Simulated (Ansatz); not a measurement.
# SnSe: a single-point run

Wanted: a converged single-point run for SnSe, and a check of what comes out. The structure is shown as the input types it. The cell is built on a prototype (NiAs type) and needn't be the phase found in nature.

Method: density functional or hybrid calculation with the settings of its input, plane waves (as first typed), in Ansatz 0.2.0.

2 further runs of the same task are left out: 2 that didn't finish.

**1. The structure to begin with**

The structure is hexagonal, space group P6_3/mmc (No. 194). Conventional cell: a = 4.138 Å, b = 4.138 Å, c = 7.484 Å, α = 90.00°, β = 90.00°, γ = 120.00°. Sn (site symmetry -3m) is surrounded by 6 Se at 3.03 Å. Around Se (site symmetry -6m2) lie 6 Sn at 3.03 Å.

As a file:

```cif
data_structure
_symmetry_space_group_name_H-M 'P6_3/mmc'
_symmetry_Int_Tables_number 194
_cell_length_a 4.1382
_cell_length_b 4.1382
_cell_length_c 7.4841
_cell_angle_alpha 90.000
_cell_angle_beta 90.000
_cell_angle_gamma 120.000
_cell_volume 110.99
loop_
_atom_site_label
_atom_site_type_symbol
_atom_site_symmetry_multiplicity
_atom_site_Wyckoff_symbol
_atom_site_fract_x
_atom_site_fract_y
_atom_site_fract_z
_atom_site_occupancy
Sn1 Sn 2 a 0.00000 0.00000 0.00000 1
Se1 Se 2 c 0.33333 0.66667 0.25000 1
```

**2. Running it**

The input, input.yaml:

```yaml
crystal:
  lattice:
    - [4.1382210481, 0.0, 0.0]
    - [-2.069110524, 3.5838045541, 0.0]
    - [0.0, 0.0, 7.4840920913]
  atoms:
    - { symbol: Sn, position: [0.0, 0.0, 0.0] }
    - { symbol: Sn, position: [0.0, 0.0, 0.5] }
    - { symbol: Se, position: [0.3333333333, 0.6666666667, 0.25] }
    - { symbol: Se, position: [0.6666666667, 0.3333333333, 0.75] }
kpoints:
  mp_grid: { grid: [6, 6, 2] }
hamiltonian:
  xc: hse6
scf:
  occupations: { method: fermi_dirac, width: 0.02 }
  n_extra_bands: 5
output:
  forces: true
  stress: true
  eigenvalues: true
```

Command:

```console
ansatz run input.yaml --threads 4 --pin off --max-ram 3686MiB --backend cpu --events-out ev --progress --plain --runs-dir out
```

**Question.** How will this run end, and is anything wrong with its input?

The run ended at the input check. The line that matters: «line 14 column 7: hamiltonian.xc: unknown variant `hse6`, expected one of `lda`, `lda-pw`, `pw92`, `pbe`, `pbesol`, `rpbe`, `revpbe`, `blyp`, ...»

In the input, hamiltonian.xc is hse6. The method's name matches nothing in the program's list.

Fix: set hamiltonian.xc to pbe. Any name on the list would pass the check; a listed functional of a like name need not be the same functional.
